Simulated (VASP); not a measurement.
Input:

```xyz
4
Lattice="1.7700 -3.0657 0.0000 1.7700 3.0657 0.0000 0.0000 0.0000 5.7000" Properties=species:S:1:pos:R:3 pbc="T T T"
In     1.7700    -1.0219     2.8500
In     1.7700     1.0219     0.0000
N      1.7700    -1.0219     5.0103
N      1.7700     1.0219     2.1603
```

Computed with PBE GGA, VASP's PBE PAW potentials (set 64) (plane waves; VASP). Numerical set-up: 520 eV cut-off, 7×7×4 Γ-centred mesh, second-order Methfessel-Paxton smearing of 0.50 eV, potentials In_d N.

Unless said otherwise, spin-orbit coupling is left out, though it shifts the bands of the heavy elements here.

Q: What does the run give for the energy per atom (σ→0), pressure, band gap (on the k-mesh) with the smallest direct gap where there is one?

A: 
```yaml
band gap (on the k-mesh): none (metal, semimetal or under 0.01 eV)
energy per atom (σ→0): -5.341 eV/atom
pressure: 5.27 GPa
```

The absolute energy has meaning only against runs of the same code, potentials and settings.

The compound is InN in the wurtzite structure. The cell was not relaxed at this level. The run is one of a series of settings (ISMEAR = 2, SIGMA = 0.5 against the base run), some of them coarse on purpose.
